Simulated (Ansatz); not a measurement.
## HfO2: zone-centre modes at 8 GPa

Computed with DFT PBEsol, scalar-relativistic, plane waves, PAW (Ansatz 0.2.0). Settings: 420 eV plane-wave cutoff, Γ-centred 8×8×8 mesh, fixed occupations. No spin polarisation. Phonons by linear response, acoustic sum rule imposed.

The cell, relaxed at 8 GPa:
```
CELL_PARAMETERS angstrom
0.00000 2.49809 2.49809
2.49809 0.00000 2.49809
2.49809 2.49809 0.00000
ATOMIC_POSITIONS crystal
Hf 0.00000 0.00000 0.00000
O 0.25000 0.25000 0.25000
O 0.75000 0.75000 0.75000
```

Spin–orbit coupling is left out, which matters for heavy elements. Other phases may be more stable at this pressure.

Q: Give the high-frequency dielectric tensor ε∞.

A:
```
5.37 0.00 0.00
0.00 5.37 0.00
0.00 0.00 5.37
```

Q: Give the Born effective charges.

A:
| atom | Z*xx | Z*yy | Z*zz | mean |
| --- | --- | --- | --- | --- |
| Hf (atom 1) | 5.57 | 5.57 | 5.57 | 5.57 |
| O (atom 2) | -2.79 | -2.79 | -2.79 | -2.79 |

Q: How large is the static dielectric tensor with the ions free to move, and what share of it is ionic?

A:
```
31.2  0.0  0.0
 0.0 31.2  0.0
 0.0  0.0 31.2
```
The ions give 83 % of its trace.

This fluorite-type form isn't the usual stable structure of the compound at low pressure.